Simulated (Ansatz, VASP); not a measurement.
Pb in VASP and in Ansatz

File INCAR:

```
PREC = Accurate ; ENCUT = 520
EDIFF = 1E-6 ; ISMEAR = -1
SIGMA = 0.05 ; LREAL = False
LASPH = True ; NELM = 150
ALGO = Normal ; ISIF = 2
LWAVE = False ; LCHARG = True
MAGMOM = 0 0 0 ; LORBIT = 11
LSORBIT = True ; GGA_COMPAT = False
LORBMOM = True ; GGA = PS
LVHAR = True ; NBANDS = 25
```

The input KPOINTS:

```
Automatic mesh
0
Gamma
  7 7 7
```

POSCAR

```
Pb
1.0
    0.0000000000      2.4750200000      2.4750200000
    2.4750200000      0.0000000000      2.4750200000
    2.4750200000      2.4750200000      0.0000000000
Pb
1
Direct
    0.0000000000      0.0000000000      0.0000000000
```

input.yaml

```yaml
crystal:
  lattice:
    - [0.0, 2.47502, 2.47502]
    - [2.47502, 0.0, 2.47502]
    - [2.47502, 2.47502, 0.0]
  atoms:
    - { symbol: Pb, position: [0.0, 0.0, 0.0] }
kpoints:
  mp_grid: { grid: [7, 7, 7] }
  band_path:
    path:
      - [0.0, 0.0, 0.0]
      - [0.5, 0.0, 0.5]
      - [0.5, 0.25, 0.75]
      - [0.375, 0.375, 0.75]
      - [0.0, 0.0, 0.0]
      - [0.5, 0.5, 0.5]
      - [0.625, 0.25, 0.625]
      - [0.5, 0.25, 0.75]
    npoints: 6
scf:
  occupations: { method: fermi_dirac, width: 0.05 }
hamiltonian:
  xc: pbesol
  pseudopotentials: { kind: all_electron, lapw: { basis_error: 0.001 } }
magnetization:
  noncollinear: true
  spin_orbit: true
output:
  forces: true
  stress: true
  eigenvalues: true
```

Alike in both runs: functional PBEsol; k mesh 7 × 7 × 7; occupations fermi-dirac, width 0.05 eV; non-collinear spin, spin-orbit coupling.

|  | VASP | Ansatz |
| --- | --- | --- |
| version | VASP 6.6.1 | Ansatz 0.2.0 |
| potentials or method | VASP PAW PBE potentials, release 64 (Pb_d) | all-electron LAPW, relativistic spinors |
| plane-wave cutoff (eV) | 520 | see its input |
| task | single point | band structure |

```tsv
	VASP	Ansatz	Ansatz less VASP
gap on the k mesh at the Fermi level (eV)	none	none	-
pressure (GPa)	-0.2	-0.1	+0.07
net moment per atom (μB)	0.00	0.00	0.000
```

A gap of «none» marks a metal or a gap that the smearing closes. Ansatz ran all-electron here, so the differences hold the error of VASP's frozen core and of both bases.

Caveats: the PAW data sets were made with another functional, which shifts forces and pressure a little (VASP); the k mesh is thin for a metal, which can move the energy by tens of meV per atom (Ansatz).
